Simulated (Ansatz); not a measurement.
## Zr$_{2}$N: enthalpy against pressure

Zr$_{2}$N, P4_2/mnm, a = 5.417 Å, c = 3.300 Å. The structure is a Materials Project entry; whether it is the stable form wasn't checked. Ansatz: r2SCAN, PAW, 500 eV, Γ-centred 8×8×10 mesh on 6 atoms, Gaussian smearing 0.10 eV; no spin polarisation. Cell and atoms are relaxed at each pressure, and no other structure is tried, so the rows at high pressure may lie past a change of phase. y is the enthalpy over the state at zero pressure; there V0 = 16.142 Å³/atom. The pressures are the targets, met within 0.03 GPa.

| P (GPa) | y (eV/atom) |
| --- | --- |
| -3.0 | ? |
| 0.0 | 0.0000 |
| 3.0 | 0.2998 |
| 8.0 | 0.7896 |
| 15.0 | 1.4566 |
| 30.0 | 2.8243 |

**Question.** Fit y = c1 P + c2 P² + c3 P³ to the other rows, say what c1 and c2 mean, and predict the missing value.

**Answer.** Least squares on the rows shown. y = 0.10069 P − 0.00025987 P² + 1.3855×10⁻⁶ P³. Since dH/dP = V, c1 is V0: 0.10069 eV/GPa × 160.2 = 16.131 Å³ against 16.142; c2 = −V0/(2B0) gives B0 = 194 GPa, where a Birch–Murnaghan fit to the volumes of the same runs (not shown) gives 183 GPa: a cubic over this range folds the higher terms into c2. At P = -3.0 the fit asked for gives -0.3044 eV/atom. The run gave -0.3048 eV/atom, so the fit is 0.0004 eV/atom too high, a small miss on the scale of the series.